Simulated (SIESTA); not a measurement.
The system is Bi2Te2Se.

```
CELL_PARAMETERS angstrom
2.16097 1.24764 10.58557
-2.16097 1.24764 10.58557
0.00000 -2.49527 10.58557
ATOMIC_POSITIONS crystal
Bi 0.39172 0.39172 0.39172
Bi 0.60828 0.60828 0.60828
Te 0.78040 0.78040 0.78040
Te 0.21960 0.21960 0.21960
Se 0.00000 0.00000 0.00000
```

The cell is a database's computed one.

- Program: SIESTA 5.4.2
- Task: single point
- Functional: PBEsol
- Potentials or basis: PseudoDojo 0.4 standard (PBEsol files)
- Basis: DZP (energy shift 0.003 Ry; two zetas on semicore shells)
- Grid cutoff: 500 Ry
- Energy shift: 0.003 Ry
- k mesh: 7 × 7 × 7
- Occupations: fermi-dirac, width 0.05 eV
- Spin: no spin polarisation

On this cell: pressure -0.4 GPa; largest force 0.239 eV/Å; band gap on the k mesh 0.43 eV, direct.

The same run follows on a disturbed copy (atoms moved at random, drawn with an rms of 0.05 Å):

```
Bi Te Se
1.0
     2.16097    1.24764   10.58557
    -2.16097    1.24764   10.58557
     0.00000   -2.49527   10.58557
Bi Te Se
2 2 1
Direct
  0.39899 0.39065 0.38552
  0.61450 0.60721 0.59921
  0.78053 0.77699 0.78555
  0.21211 0.22366 0.22110
  0.99463 0.99982 0.00807
```

Q: What does the disturbed cell give?

A: The energy moves by +3.4 meV/atom; pressure -0.6 GPa; largest force 0.551 eV/Å; band gap on the k mesh 0.44 eV, direct.

Forces in eV/Å, atoms in the order of the input:
```
Bi  -0.031 -0.125 -0.108
Bi  -0.134 -0.116  0.521
Te  -0.011  0.086  0.144
Te   0.142  0.078 -0.351
Se   0.034  0.078 -0.207
```

Stress tensor (GPa, compression positive):
```
-0.55  0.18 -0.31
 0.18 -0.56  0.01
-0.31  0.01 -0.59
```

Caveats: spin-orbit coupling is left out, which as a rule narrows the gap of such compounds by several tenths of an eV; an odd mesh through Γ misses points on the zone boundary, where band edges often lie; the basis of atomic orbitals isn't converged, which shifts pressures, moduli and gaps.
